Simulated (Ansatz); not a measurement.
# MnO (Fm-3m) in Ansatz: notebook

Runs on MnO. Level: PBEsol. Tasks: phonons, elastic constants.

Program: Ansatz 0.2.0. These are calculated values, not measurements. Logs are shortened: lines on timing, memory, paths and dates and some standing lists are left out, and cuts for length are marked.

**1. Starting point**

The structure is cubic, space group Fm-3m (No. 225). Conventional cell: a = 4.448 Å, b = 4.448 Å, c = 4.448 Å, α = 90.00°, β = 90.00°, γ = 90.00°. Mn (site symmetry m-3m) is surrounded by 6 O at 2.22 Å. Around O (site symmetry m-3m) lie 6 Mn at 2.22 Å.

The cell is a database's computed one.

**2. Phonons, PBEsol, collinear spin, ferromagnetic start**

input.yaml reads:

```yaml
crystal:
  lattice:
    - [0.0, 2.2239077028, 2.2239077028]
    - [2.2239077028, 0.0, 2.2239077028]
    - [2.2239077028, 2.2239077028, 0.0]
  atoms:
    - { symbol: Mn, position: [0.0, 0.0, 0.0], spin: 4.0 }
    - { symbol: O, position: [0.5, 0.5, 0.5] }
hamiltonian:
  xc: pbesol
  pseudopotentials: { kind: paw }
magnetization:
  spin_polarized: true
kpoints:
  mp_grid: { grid: [7, 7, 7] }
scf:
  occupations: { method: fermi_dirac, width: 0.05 }
phonons:
  method: dfpt
```

Potentials or basis: Ansatz PAW.

Command:

```sh
$ ansatz run input.yaml --threads 2 --pin off --max-ram 5632MiB --backend cpu --events-out ev --progress --plain --runs-dir out
```

What it wrote:

```text
Warning: RAYON_NUM_THREADS=2 ignored (pool sized by the plan → 2); use --threads N
Engine: ansatz 0.2.0, x86_64-unknown-linux-gnu
Pseudopotentials: kind: paw
Pseudopotential: Mn, paw, valence charge 15, recommended cutoff 420 eV (normal), Mn.paw.azcp
Pseudopotential: O, paw, valence charge 6, recommended cutoff 420 eV (normal), O.paw.azcp
Functional definition: PBEsol
  exchange = pbesol_x
  correlation = pbesol_c
Crystal: 2 atoms, lattice volume = 21.998 Å³
Basis set: ecut = 420 eV, 411 PW (Γ), exchange–correlation on 48×48×48 points (8 copies of the dense FFT grid, shifted against one another)
Bands: 17, of which v1, the nominal top of the filled ones, is band 11 counted from 1 (10 counted from 0)
Symmetry: 48 space group operations
Space group: Fm-3m (ITA 225), of the structure as read, at distance tolerance 2.8e-5 Å
Magnetic group: BNS 225.116 (UNI 1618), of the structure as read, at distance tolerance 2.8e-5 Å
k-points: 20 of 343
Non-local potential: Mn, projectors of the file, l = 0: 3, l = 1: 2, l = 2: 3, l = 3: 1
Non-local potential: O, projectors of the file, l = 0: 2, l = 1: 2, l = 2: 1
PAW form: soft (Blöchl's): semilocal exchange-correlation on the pseudo side does not see the compensation charge
PAW frozen core: Mn, regenerated for the run's functional, and the local potential with it (the file was generated under x = pbe(κ = 0.804, μ = 0.2195149727645171), c = pbe(β = 0.06672455060314922))
PAW frozen core: O, regenerated for the run's functional, and the local potential with it (the file was generated under x = pbe(κ = 0.804, μ = 0.2195149727645171), c = pbe(β = 0.06672455060314922))
PAW one-centre angular grid: Mn, 590 points (default); XC on 64 Gauss nodes
PAW one-centre angular grid: O, 110 points (default); XC on 64 Gauss nodes
Initial density: superposition of atomic densities (chi_scale 0.1, normalization cell, long waves kept (reshape's long-wave potential 0.00 eV rms))
Starting moments: Σ|m| = 4 μB on 1 of 2 sites
Initial wavefunctions: pseudopotential atomic-orbital guess
Functional: x = pbesol(κ = 0.804, μ = 0.12345679012345678), c = pbesol(β = 0.046)
SCF 1 converged in 12 iterations: F = -4429.314738 eV  dr2 = 1.20e-10
a single point of the input's cell can leave the moments in the input for a lower state (scf.lower_state_search): this run first made a single point of its cell. This run's own SCFs start from the density of the state that the single point found, with the moments in the input. The single point stayed on the moments in the input.
k-points: 40 of 343 (irreducible under 8 space group operations, time reversal used)
Initial density: read from a saved state, or passed on in memory by an earlier SCF of this step, an earlier step, the calling program or the single point that the run made first
Stability of the state it starts from, as read at its close in the collinear treatment: not read negative (Ritz values of 1 − χ₀K, real part plus size of imaginary part, from 0.71 to 0.83, by its mixing steps under the symmetry group of the SCF that read it); its run was given moments
Starting moments: Σ|m| = 4 μB on 1 of 2 sites; this step starts from the density that it was given
iter 1 solved again at ethr=5.96e-10 eV; its pass at ethr=3.10e-3 eV (dr2=1.25e-7 eV) is discarded
SCF iter   1: F=—  HF=-4429.314738 eV  |F-HF|=—  |Δ(HF+E_count)|=         —  Δρ=2.85e-7 (↑2.85e-7 ↓1.35e-7)  dr2=2.96e-11  dr2_m=3.54e-12  M=4.692 μB ∫|m|=4.692 μB  β_m=0.65  ethr=5.96e-10  ⟨swp⟩=3.2  Hψ=9743  notcnv=0
preconditioner: auto → none  [metal: Δε(μ)=0.217 eV  Ē_g=13.080 eV  σ=0.050 eV  W_gap=0.50  n_scr=0 (ndim 8)  ℏωp=28.5 eV  f_vac=0.000  D(μ)=1.13/eV (n_scr^D=14)]
SCF iter   2: F=—  HF=-4429.314738 eV  |F-HF|=—  |Δ(HF+E_count)|=  3.00e-11  Δρ=2.48e-7 (↑2.48e-7 ↓1.82e-7)  dr2=1.42e-11  dr2_m=3.91e-12  M=4.692 μB ∫|m|=4.692 μB  β_m=0.37  ethr=1.00e-12  ⟨swp⟩=2.0  Hψ=2066  notcnv=0
SCF iter   3: F=-4429.314738 eV  HF=-4429.314738 eV  |F-HF|=9.09e-13  |Δ(HF+E_count)|=  5.46e-12  Δρ=1.00e-7 (↑1.00e-7 ↓8.55e-8)  dr2=2.82e-12  dr2_m=1.29e-12  M=4.692 μB ∫|m|=4.692 μB  ethr=1.00e-12  ⟨swp⟩=3.7  Hψ=4934  notcnv=0
SCF 2 converged in 3 iterations: F = -4429.314738 eV  dr2 = 2.82e-12
DFPT response loops at Γ: preconditioner auto → Kerker (q_TF=auto, 2.707 Å⁻¹) (partly filled bands, converged f_vac=0.000); β = 1.00, the filter's whole step (`scf.mixing.beta` (0.30) is not read by the response loops under this deck's `scf.mixing.preconditioner`; to damp them name `kerker` or `kerker_dos`, under which they read `scf.mixing.beta`, and type it under 1.00, their step now; both keys bind the ground state too); Broyden in place of MSR1
SCF converged after 3 iterations
Magnetization: 4.6920 μB (12.8460 up, 8.1540 down)
Absolute magnetization: 4.6920 μB (∫|ρ↑−ρ↓|, with the PAW one-centre terms)
Spin contamination: 0.0132 ħ² per cell (⟨S²⟩ above its minimum at these occupations)
Per-site moments (μB) at R_I (Å): [(3.9871879838226882, 0.9173619274050001), (0.2150595965862659, 0.9173619274050001)]
Free energy (F): -4429.314738 eV
Harris-Foulkes:  -4429.314738 eV  (|F-HF|=9.09e-13)
Internal energy: -4429.306150 eV  (E = F + TS)
E sigma→0 (E₀):  -4429.310444 eV
Entropy (-TS):   -0.008588 eV (-4.294 meV/atom)
Fermi energy:    13.275524 eV
--- Per-component energies (eV) ---
  E_band       = -249.894083
  E_kinetic    = 472.939950
  E_local      = -2230.311850  (includes V_loc(G=0)·N_el)
  E_nonlocal   = 303.541766
  E_hartree    = 891.206491
  E_xc         = -182.439294
  E_vxc        = -234.250751  (∫ρ·V_xc dr)
  E_paw        = -1429.878600  (= ΣΔE_a)
  E_vpaw       = -344.228543  (= ΣTr[D̂ρ^β])
  E_aug_tail   = 0.002374  (compensation charges beyond the density's cutoff)
  E_ewald      = -2254.571925
  E_core_change = 0.204938  (= ΣΔE_core)
  E_smearing   = -0.008588  (= −TS)
  E_closure    = -0.000000  (closes the sum)
  Σ components = -4429.314738   (vs F -4429.314738, Δ=0.00e0)
--- Band table (eV; the first three rows and the last of 80) ---
  k-point 0 ↑: bands = ["-68.0598", "-36.9196", "-36.9196", "-36.9196", "-7.0146", "9.4229", "9.4229", "9.4229", "10.0500", "10.0500", "10.0500", "10.5723", "10.5723", "12.6015", "26.9847", "29.2977", "29.2977"]
  k-point 1 ↑: bands = ["-68.0585", "-36.9320", "-36.9212", "-36.9212", "-6.8424", "7.9827", "8.5766", "8.5766", "10.2481", "10.2481", "10.4017", "11.4707", "11.4707", "13.8483", "25.0637", "28.5183", "28.5183"]
  k-point 2 ↑: bands = ["-68.0557", "-36.9596", "-36.9247", "-36.9247", "-6.4273", "6.1585", "7.6564", "7.6564", "10.6103", "10.6103", "10.8295", "12.6294", "12.6294", "15.6480", "22.3852", "26.5127", "26.5127"]
  k-point 39 ↓: bands = ["-63.4109", "-32.4124", "-32.4089", "-32.3842", "-5.5454", "7.3158", "7.3216", "8.2124", "14.1606", "14.7912", "15.4349", "15.5461", "16.1673", "21.8853", "22.4281", "22.4626", "26.3229"]
--- Phonons (Γ-DFPT): 2 representative perturbations + reference, on 40 of 343 k-points (Σ response iterations 6) ---
  k mesh reduced under 8 symmetry operations, with k and −k counted as one. Each operation leaves every solved perturbation unchanged. A smaller set is not used because it would not reduce the number of displacements times k-points to solve
  ASR residual: 7.018e-5 → 0.000e0 eV/Å²; symmetrization residual: 3.590e-10 eV/Å²
  ASR residual per site (eV/Å²): 5.08e-5 7.02e-5
  Γ frequencies (cm⁻¹): 0.00 0.00 0.00 271.47 271.47 271.47
  non-analytic LO–TO correction: not included (Born effective charges unavailable; polar crystals: no LO–TO splitting at Γ)
```

It took 3.4 s on 2 threads of Intel Xeon 6975P-C (Granite Rapids), shared host; peak memory 0.44 GiB.

Results:

| Item | Value |
| --- | --- |
| Free energy | -4429.3147 eV |
| Band gap on the k mesh | none (metal or under the smearing width) |
| Net moment | 4.69 μB per cell |
| Absolute moment | 4.69 μB per cell |
| Site moments | Mn +3.99; O +0.22 μB |
| Highest phonon frequency at Γ | 271 cm⁻¹ |

Phonon frequencies in cm⁻¹ (negative: imaginary):
| q point | frequencies |
| --- | --- |
| (0.000, 0.000, 0.000) | 0 0 0 271 271 271 |

Caveat: a cell with one magnetic atom can't hold antiferromagnetic order, which such compounds often take; semilocal functionals often make such compounds metallic where correlation or magnetic order opens a gap, which also shifts bond lengths; the PAW data sets come from PBE, with cores solved anew for the run's functional, which leaves a small shift of forces and pressure. With open d or f shells a metallic result of PBEsol can be an artefact of self-interaction; +U or a hybrid may open a gap.

**3. Elastic constants, PBEsol, collinear spin, ferromagnetic start**

input.yaml: that of step 2 with these lines changed.

```diff
@@ -17,3 +17,7 @@
   occupations: { method: fermi_dirac, width: 0.05 }
-phonons:
-  method: dfpt
+output:
+  forces: true
+  stress: true
+elastic:
+  mode: clamped_ion
+  stencil: two_point
```

Potentials or basis: Ansatz PAW.

Command:

```sh
$ ansatz run input.yaml --threads 2 --pin off --max-ram 5632MiB --backend cpu --events-out ev --progress --plain --runs-dir out
```

What it wrote:

```text
Warning: RAYON_NUM_THREADS=2 ignored (pool sized by the plan → 2); use --threads N
[... 7 set-up lines as earlier in the session ...]
Crystal: 2 atoms, lattice volume = 21.998 Å³
Basis set: ecut = 420 eV, 411 PW (Γ), exchange–correlation on 48×48×48 points (8 copies of the dense FFT grid, shifted against one another)
Bands: 17, of which v1, the nominal top of the filled ones, is band 11 counted from 1 (10 counted from 0)
[... 2 set-up lines as earlier in the session ...]
Magnetic group: BNS 225.116 (UNI 1618), of the structure as read, at distance tolerance 2.8e-5 Å
k-points: 20 of 343
[... 119 lines left out ...]
--- Elastic constants: 2 strain directions × 2 members + reference (group order 48) ---
  dense FFT box of the reference and of every strained cell: 24×24×24
  strains applied: 11, 23; error gains: componentwise 1.00 (the most a stress slope's error grows in a printed constant), spectral 1.73 (1 for all six strains in a standard setting)
  C = ∂σ_k/∂η_j (tension-positive GPa; Voigt order 11 22 33 23 13 12):
        51.326    110.315    110.315     -0.000     -0.000      0.000
       110.315     51.326    110.315      0.000      0.000     -0.000
       110.315    110.315     51.326      0.000     -0.000     -0.000
        -0.000      0.000      0.000     64.614      0.000     -0.000
         0.000     -0.000     -0.000     -0.000     64.614     -0.000
         0.000     -0.000      0.000     -0.000      0.000     64.614
  reference stress σ⁰ (GPa):      8.669      8.669      8.669      0.000      0.000     -0.000
  C* (energy form; C + prestress term) asymmetry max|C*_kj − C*_jk| = 5.684e-14 GPa — a small one proves nothing (zero by symmetry where the batch's group is 432, −43m or m−3m); a large one is finite-difference/SCF noise where every solve meets its electron count
  moduli (Voigt/Reuss/Hill, GPa): K = 90.65/90.65/90.65   G = 26.97/-233.87/-103.45   E = -500.88   ν = 1.421
  mechanically stable: NO (min eigenvalue of sym C = -58.99 GPa)
  strain η (Voigt 11):  stress-route row diagonal C_11 = 51.33 GPa, energy-path curvature d²(F+E_count+ΔE)/dδ²/Ω₀ = 52.39 GPa
         δ    σ_11 (GPa)             F (eV)   n_scf  n_hpsi   n_pw
    -2.000e-3       8.5649       -4429.3172021       9   24403    444
     2.000e-3       8.7702       -4429.3124631       8   22647    444
  strain η (Voigt 23):  stress-route row diagonal C_44 = 64.61 GPa, energy-path curvature d²(F+E_count+ΔE)/dδ²/Ω₀ = 62.64 GPa
         δ    σ_23 (GPa)             F (eV)   n_scf  n_hpsi   n_pw
    -2.000e-3      -0.1292       -4429.3148425       9   40911    444
     2.000e-3       0.1292       -4429.3148425       7   31441    444
```

elastic.tsv:

```text
[... 16 lines left out ...]
6	7.0561456213e-30	-7.0561458562e-30	1.4012984643e-45	-4.4210495915e-47	3.1554436209e-30	6.4613712168e1	-3.2425556563e-16	-3.2425556563e-16	-3.2425556563e-16	-4.4210495915e-47	3.1554436209e-30	6.4613712168e1	9.6642102314e-32	-9.5101302986e-32	-6.1629758220e-33	-1.1006175682e-49	-3.0813938715e-33	1.6085543779e-1
```

Wall time 4.7 s (2 threads of Intel Xeon 6975P-C (Granite Rapids), shared host); peak memory 0.36 GiB.

What came out:

```yaml
Free_energy: -4429.3147 eV
Pressure: -8.7 GPa
Band_gap_on_the_k_mesh: none (metal or under the smearing width)
Net_moment: 4.69 μB per cell
Absolute_moment: 4.69 μB per cell
Site_moments: Mn +3.99; O +0.22 μB
Clamped-ion_elastic_constants_C11_C12_C44: 51, 110, 65 GPa
Voigt_bulk_modulus: 91 GPa
```

Levels at points of the mesh, in eV from the Fermi level:
Spin up:
| k point | band 10 | band 11 | band 12 | band 13 | band 14 | band 15 | band 16 | band 17 |
| --- | --- | --- | --- | --- | --- | --- | --- | --- |
| (0.00, 0.00, 0.00) | -3.23 | -3.23 | -2.70 | -2.70 | -0.67 | 13.71 | 16.02 | 16.02 |
Spin down:
| k point | band 6 | band 7 | band 8 | band 9 | band 10 | band 11 |
| --- | --- | --- | --- | --- | --- | --- |
| (0.00, 0.00, 0.00) | -3.45 | -3.45 | -3.45 | 0.59 | 0.64 | 0.64 |

Elastic tensor in Voigt notation (GPa, ions clamped, in the Cartesian axes of the cell as first typed):
```
 51 110 110   0   0   0
110  51 110   0   0   0
110 110  51   0   0   0
  0   0   0  65   0   0
  0   0   0   0  65   0
  0   0   0   0   0  65
```

Caveat: the cell is more than 3 GPa from zero pressure, which shifts response properties; the elastic tensor has a negative eigenvalue, so either the cell is unstable as it stands or the mesh is too thin; the pressure holds a Pulay correction of +0.6 GPa for the finite cutoff; a cell with one magnetic atom can't hold antiferromagnetic order, which such compounds often take; semilocal functionals often make such compounds metallic where correlation or magnetic order opens a gap, which also shifts bond lengths; the PAW data sets come from PBE, with cores solved anew for the run's functional, which leaves a small shift of forces and pressure. With open d or f shells a metallic result of PBEsol can be an artefact of self-interaction; +U or a hybrid may open a gap.
